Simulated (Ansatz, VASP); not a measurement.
Two plane-wave programs on InP

```
In P
1.0
     0.00000   -2.93909   -2.93909
     2.93909    0.00000   -2.93909
     2.93909   -2.93909    0.00000
In P
1 1
Direct
  0.00000 0.00000 0.00000
  0.75000 0.75000 0.75000
```

Alike in both runs: functional PBEsol; k mesh 10 × 10 × 10; occupations gaussian, width 0.02 eV; no spin polarisation.

Ansatz relaxed the structure, and its values are those at the end. VASP's run is a single point on that final structure, the one shown.

|  | VASP | Ansatz |
| --- | --- | --- |
| version | VASP 6.6.1 | Ansatz 0.2.0 |
| potentials or method | VASP PAW PBE potentials, release 64 (In_d, P) | scalar-relativistic, plane waves, PAW |
| plane-wave cutoff (eV) | 520 | 420 |
| valence electrons in the cell | 18 | 18 |

```tsv
	VASP	Ansatz	Ansatz less VASP
gap on the k mesh at the Fermi level (eV)	0.57	0.57	+0.002
least direct gap on the mesh (eV)	0.57	0.57	+0.002
pressure (GPa)	0.0	0.0	+0.02
```

Caveats: the PAW data sets were made with another functional, which shifts forces and pressure a little (VASP); spin-orbit coupling is left out, which moves the levels of the heavy elements.
